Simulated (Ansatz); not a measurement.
Crystal: BaTiO3.

```
Ba Ti O
1.0
    -0.09159    0.02278   -3.96240
     3.88088    4.13178    0.06850
     3.92317   -4.17407    0.11386
Ba Ti O
2 2 6
Direct
  0.99749 0.00015 0.00043
  0.99982 0.49875 0.50109
  0.50075 0.49906 0.99785
  0.50366 0.99877 0.49738
  0.99896 0.49878 0.99824
  0.00194 0.99976 0.50212
  0.49413 0.25153 0.25251
  0.49937 0.75231 0.74826
  0.50326 0.25086 0.74969
  0.50062 0.75003 0.25243
```

| Item | Value |
| --- | --- |
| Program | Ansatz 0.2.0 |
| Task | relaxation of cell and atoms |
| Functional | LDA |
| Potentials or basis | all-electron LAPW, scalar-relativistic |
| Basis error allowed | 0.002 eV/atom |
| k mesh | 6 × 4 × 4 |
| Occupations | fermi-dirac, width 0.05 eV |
| Spin | no spin polarisation |

At the start: volume 12.83 Å³/atom.

Problem. Where does the relaxation end?

Solution. Over 9 steps the energy falls by 48.0 meV/atom and the volume is 12.28 Å³/atom (-4.3 %); space group R3m (No. 160, to 0.05 Å).

Step by step:
| step | energy change (eV) | largest force (eV/Å) | volume (Å³) |
| --- | --- | --- | --- |
| 1 | 0.0000 | 0.2452 | 128.34 |
| 2 | -0.3772 | 0.1389 | 122.14 |
| 3 | -0.4598 | 0.0433 | 121.84 |
| 4 | -0.4645 | 0.0832 | 121.99 |
| 5 | -0.4691 | 0.1813 | 122.91 |
| 6 | -0.4705 | 0.1644 | 122.57 |
| 7 | -0.4772 | 0.0895 | 123.12 |
| 8 | -0.4801 | 0.0089 | 122.78 |
| 9 | -0.4802 | 0.0089 | 122.78 |

Final structure:
```
CELL_PARAMETERS angstrom
-0.00253 0.00200 -3.94323
3.94589 3.94102 0.00000
3.95054 -3.94540 0.00391
ATOMIC_POSITIONS crystal
Ba 0.00445 0.99972 0.99527
Ba 0.00446 0.49972 0.49529
Ti 0.51254 0.49935 0.98686
Ti 0.51252 0.99936 0.48686
O 0.99178 0.50020 0.00464
O 0.99177 0.00020 0.50464
O 0.49555 0.24831 0.25652
O 0.49555 0.74831 0.75652
O 0.49569 0.25241 0.75670
O 0.49568 0.75242 0.25670
```
